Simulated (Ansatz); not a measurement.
# From barrier to diffusion: H in PtS₂

Theory: Ansatz, DFT PBE+D3(BJ), scalar-relativistic, plane waves, PAW. (420 eV cutoff, 4×4×3 k-mesh, Gaussian smearing of 0.10 eV, no spin polarisation)

Host crystal, relaxed:

```xyz
3
Lattice="3.5833 0.0000 0.0000 -1.7917 3.1032 0.0000 0.0000 0.0000 4.6623" Properties=species:S:1:pos:R:3 pbc="T T T"
Pt    0.0000    0.0000    0.0000
S     0.0000    2.0688    1.2064
S     1.7917    1.0344    3.4559
```

In a supercell of 18 host sites, interstitial H hops to an equivalent place, moving 1.78 Å. Climbing-image nudged elastic band at fixed cell; the order of the saddle wasn't checked, and the small cell leaves errors of about a tenth of an eV. Zero-point motion and tunnelling, which matter for H, are left out.

A cell with an odd number of electrons and no spin polarisation is a metal by construction and may be lower with spin. Spin-orbit coupling is left out, which matters for the bands and energies of heavy elements.

| image | path (Å) | E − E(0) (eV) |
| --- | --- | --- |
| 0 | 0.00 | 0.000 |
| 1 | 0.37 | 0.055 |
| 2 | 0.74 | 0.096 |
| 3 | 1.08 | 0.092 |
| 4 | 1.42 | 0.095 |
| 5 | 1.75 | 0.048 |
| 6 | 2.09 | 0.000 |

Problem. What are the barriers forward and back, and what attempt frequency does the shape suggest?

Solution. Forward 0.10 eV, back 0.10 eV, the ends being level. For a sinusoidal profile E_b sin²(πx/l), with the H atom alone moving, ν = (1/l)√(E_b/2m) = 1.2×10¹³ s⁻¹, within an order of magnitude of the customary 10¹³ s⁻¹; a true prefactor needs the vibrations at the minimum and at the saddle.

Problem. With ν = 10¹³ s⁻¹, give the forward jump rate along this one path, the wait 1/k for that jump, the diffusivity D ≈ l²k and the distance √(Dt) covered in an hour at 300, 600 and 1000 K, taking the host as solid throughout.

Solution. k = ν exp(−E_b/k_BT):
```json
{"T (K)": "300", "k (1/s)": "2.4×10¹¹", "wait (s)": "4.2×10⁻¹²", "D (cm²/s)": "7.6×10⁻⁵", "√(Dt) in 1 h (nm)": "5.2×10⁶"}
{"T (K)": "600", "k (1/s)": "1.5×10¹²", "wait (s)": "6.5×10⁻¹³", "D (cm²/s)": "4.9×10⁻⁴", "√(Dt) in 1 h (nm)": "1.3×10⁷"}
{"T (K)": "1000", "k (1/s)": "3.3×10¹²", "wait (s)": "3.1×10⁻¹³", "D (cm²/s)": "1.0×10⁻³", "√(Dt) in 1 h (nm)": "1.9×10⁷"}
```

D = l²k holds for six equivalent jumps in three dimensions (z l²k/6) and is a scale otherwise. Long-range transport needs a connected net of such jumps, and traps slow it. D is that of an interstitial already there. An error of 0.1 eV in the barrier changes k by a factor of 48 at 300 K and 3.2 at 1000 K.

Cost: 1 run of about 48 core-minutes, on Arm Neoverse V1 (shared hosts).